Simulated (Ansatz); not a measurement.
Write the native input for Ansatz 0.2.0 that does the following.

```
Task                : single point
Functional          : PBE
Potentials or basis : Ansatz PAW
Cutoff              : 420 eV (not typed: the program's choice for these potentials)
k mesh              : 7 × 7 × 6
Occupations         : gaussian, width 0.027 eV
Spin                : no spin polarisation
```

Crystal: SnO.

```
CELL_PARAMETERS angstrom
3.81370 0.00000 0.00000
0.00000 3.81370 0.00000
0.00000 0.00000 4.88691
ATOMIC_POSITIONS crystal
Sn 0.50000 0.00000 0.76463
Sn 0.00000 0.50000 0.23537
O 0.00000 0.00000 0.00000
O 0.50000 0.50000 0.00000
```

The cell is a database's computed one.

The input as run:

input.yaml

```yaml
crystal:
  lattice:
    - [3.81369522, 0.0, 0.0]
    - [0.0, 3.81369522, 0.0]
    - [0.0, 0.0, 4.8869133]
  atoms:
    - { symbol: Sn, position: [0.5, 0.0, 0.76462614] }
    - { symbol: Sn, position: [0.0, 0.5, 0.23537386] }
    - { symbol: O, position: [0.0, 0.0, 0.0] }
    - { symbol: O, position: [0.5, 0.5, 0.0] }
hamiltonian:
  xc: pbe
  pseudopotentials: { kind: paw }
kpoints:
  mp_grid: { grid: [7, 7, 6] }
scf:
  occupations: { method: gaussian, width: 0.027 }
output:
  forces: true
  stress: true
  eigenvalues: true
```

Potentials or basis: Ansatz PAW.

Command:

```console
$ ansatz run input.yaml --threads 2 --pin off --max-ram 5632MiB --backend cpu --events-out ev --progress --plain --runs-dir out
```

Results of the run:

The pressure is 3.6 GPa, the largest force is 0.370 eV/Å and the band gap on the k mesh is 0.37 eV, indirect (least direct gap 2.07 eV).

Caveat: odd divisions of the mesh miss points on the zone boundary, where band edges often lie, so the gap on the mesh can be too wide; the pressure holds a Pulay correction of +0.5 GPa for the finite cutoff; spin-orbit coupling is left out, which moves the levels of the heavy elements.

It took 1.7 s on 2 threads of Intel(R) Xeon(R) Platinum 8488C (Sapphire Rapids) (shared host), peak memory 0.41 GiB.
